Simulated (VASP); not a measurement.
Write the native input for VASP 6.6.1 that does the following.

```
Task                   : single point
Functional             : PBE
Potentials or basis    : VASP PAW PBE potentials, release 64 (Ti_sv, Se)
Cutoff                 : 520 eV
k mesh                 : 16 × 16 × 8
Occupations            : fermi-dirac, width 0.005 eV
Spin                   : no spin polarisation
Dipole correction      : no
Further INCAR settings : ALGO = Fast; EDIFF = 1e-07; NBANDS = 19
```

The structure of TiSe2 lies in POSCAR:

```
TiSe2
1.0
    3.5400000000      0.0000000000      0.0000000000
   -1.7700000000      3.0657299294      0.0000000000
    0.0000000000      0.0000000000      6.0080000000
Ti Se
1 2
Direct
    0.0000000000      0.0000000000      0.0000000000
    0.3333333333      0.6666666667      0.2558170385
    0.6666666667      0.3333333333     -0.2558170385
```

The cell was built by a generator and needn't be a form met in nature.

These files were run (other wordings do the same):

INCAR

```
SYSTEM = TiSe2
ALGO = Fast ; EDIFF = 1E-7
ENCUT = 520 ; GGA = PE
ISIF = 2 ; ISMEAR = -1
LASPH = .TRUE. ; LCHARG = .FALSE.
LREAL = .FALSE. ; LWAVE = .FALSE.
NBANDS = 19 ; NELM = 100
PREC = Accurate ; SIGMA = 0.005
```

KPOINTS

```
k-points
0
G
  16 16 8
  0 0 0
```

Potentials or basis: VASP PAW PBE potentials, release 64 (Ti_sv, Se).

The run is started by

```bash
$ cat potpaw_PBE.64/Ti_sv/POTCAR potpaw_PBE.64/Se/POTCAR > POTCAR
$ mpirun -np 1 vasp_std > vasp.out
```

It gave:

- Pressure: 1.2 GPa
- Largest force: 0.018 eV/Å
- Band gap on the k mesh: none (metal or under the smearing width)

Caveat: this functional lacks dispersion, which binds the layers, so the pressure and a relaxed spacing across them are unreliable.

It took 4.2 min on 1 thread of Intel(R) Xeon(R) 6975P-C (Granite Rapids), with other jobs on the host, peak memory 0.39 GiB.
